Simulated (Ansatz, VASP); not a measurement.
## Two plane-wave programs on Mg

```
CELL_PARAMETERS angstrom
3.10978 0.00000 0.00000
-1.55489 2.69315 0.00000
0.00000 0.00000 5.04176
ATOMIC_POSITIONS crystal
Mg 0.33333 0.66667 0.25000
Mg 0.66667 0.33333 0.75000
```

Alike in both runs: functional PBE; k mesh 16 × 16 × 10; occupations gaussian, width 0.05 eV; no spin polarisation.

Ansatz relaxed the structure, and its values are those at the end. VASP's run is a single point on that final structure, the one shown.

|  | VASP | Ansatz |
| --- | --- | --- |
| version | VASP 6.6.1 | Ansatz 0.2.0 |
| potentials or method | VASP PAW PBE potentials, release 64 (Mg) | scalar-relativistic, plane waves, PAW |
| plane-wave cutoff (eV) | 520 | 420 |
| valence electrons in the cell | 4 | 20 |

|  | VASP | Ansatz | Ansatz less VASP |
| --- | --- | --- | --- |
| gap on the k mesh at the Fermi level (eV) | none | none | - |
| pressure (GPa) | 3.5 | 3.6 | +0.12 |

A gap of «none» marks a metal or a gap that the smearing closes. The two sets of potentials don't hold the same shells in valence.
